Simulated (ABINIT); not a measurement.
Runs of ABINIT 10.8.3 (patched build) on Si. Symmetry: Fd-3m, No. 227, cubic system. The conventional cell has a = 5.444 Å, b = 5.444 Å, c = 5.444 Å, α = 90.00°, β = 90.00°, γ = 90.00°. Si (site symmetry -43m) has 4 Si at 2.36 Å as nearest neighbours. 

```csv
task,level,potentials or basis,k mesh,cutoff (eV),fine-grid cutoff,gap on the mesh (eV),pressure (GPa),V0 of scaled cells (Å³/atom),B0 (GPa)
band structure,HCTH407,JTH PAW PBE v2.0,8 × 8 × 8,408,816.342 eV,(c),0.6,-,-
equation of state,PBE,PseudoDojo NC SR PBE v0.5 standard,8 × 8 × 8,490,-,-,-,20.45,88
band structure,rSCAN,JTH PAW PBE v2.0,8 × 8 × 8,490,979.61 eV,0.82,-0.5,-,-
band structure,AM05,JTH PAW PBE v2.0,8 × 8 × 8,408,816.342 eV,0.57,-0.5,-,-
single point,PBE,JTH PAW PBE v2.0,6 × 6 × 6,408,816.342 eV,0.73,(d),-,-
equation of state,BLYP+D2,JTH PAW PBE v2.0,8 × 8 × 8,408,816.342 eV,-,-,(a),92
equation of state,PBE+D2,JTH PAW PBE v2.0,8 × 8 × 8,408,816.342 eV,-,-,19.81,98
equation of state,revPBE,JTH PAW PBE v2.0,8 × 8 × 8,408,816.342 eV,-,-,(b),86
equation of state,PBE,JTH PAW PBE v2.0,8 × 8 × 8,272,544.228 eV,-,-,20.45,89
single point,PBE,JTH PAW PBE v2.0,10 × 10 × 10,408,816.342 eV,0.60,1.2,-,-
equation of state,HCTH407,PseudoDojo NC SR PBE v0.4.1 standard,8 × 8 × 8,490,-,-,-,20.11,90
```

Alike in all rows: no spin polarisation; cell as given; smearing fermi-dirac 0.05 eV.

Task: Fill in the values left out.

Result: (a) 20.10; (b) 20.68; (c) 0.97; (d) 1.3.

Caveats: pressures at fixed basis lie under the slope of the energies (some runs); the PAW data sets were made with another functional, which shifts forces and pressure a little (some runs); the potentials were made for another functional, which shifts forces and pressure (some runs).

A k mesh can miss the band edges.
